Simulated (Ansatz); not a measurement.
HfO2: equation of state with PBE+D4

Crystal: HfO2.

```
Hf O
1.0
     5.11800    0.00000    0.00000
     0.00000    5.18570    0.00000
    -0.85866    0.00000    5.21387
Hf O
4 8
Direct
  0.27550 0.46030 0.70800
  0.72450 0.96030 0.79200
  0.72450 0.53970 0.29200
  0.27550 0.03970 0.20800
  0.07420 0.16840 0.84670
  0.92580 0.66840 0.65330
  0.92580 0.83160 0.15330
  0.07420 0.33160 0.34670
  0.44870 0.74190 0.98010
  0.55130 0.24190 0.51990
  0.55130 0.25810 0.01990
  0.44870 0.75810 0.48010
```

```json
{"Program": "Ansatz 0.2.0", "Task": "equation of state", "Functional": "PBE", "Dispersion": "D4", "Potentials or basis": "Ansatz PAW", "Cutoff": "420 eV", "Density cutoff": "1680 eV", "k mesh": "5 × 5 × 5", "Occupations": "fermi-dirac, width 0.05 eV", "Spin": "no spin polarisation"}
```

* Equilibrium volume: 11.67 Å³/atom
* Bulk modulus at fixed shape and positions: 238 GPa
* Pressure derivative of the bulk modulus: 4.1

Energy against volume, from the lowest point:
| volume (Å³/atom) | energy (meV/atom) |
| --- | --- |
| 10.840 | 48.58 |
| 11.070 | 24.08 |
| 11.301 | 8.32 |
| 11.532 | 0.57 |
| 11.762 | 0.00 |
| 11.993 | 5.90 |
| 12.223 | 17.68 |

All runs of the series together: 77 s on 2 threads of Intel(R) Xeon(R) CPU @ 2.60GHz (Ice Lake), with other jobs on the host.

Caveat: the cell was scaled at fixed shape and fractional positions, which overstates the stiffness of a crystal with free parameters, most of all of layers and chains. Spin-orbit coupling is left out, which matters for the levels of Hf.
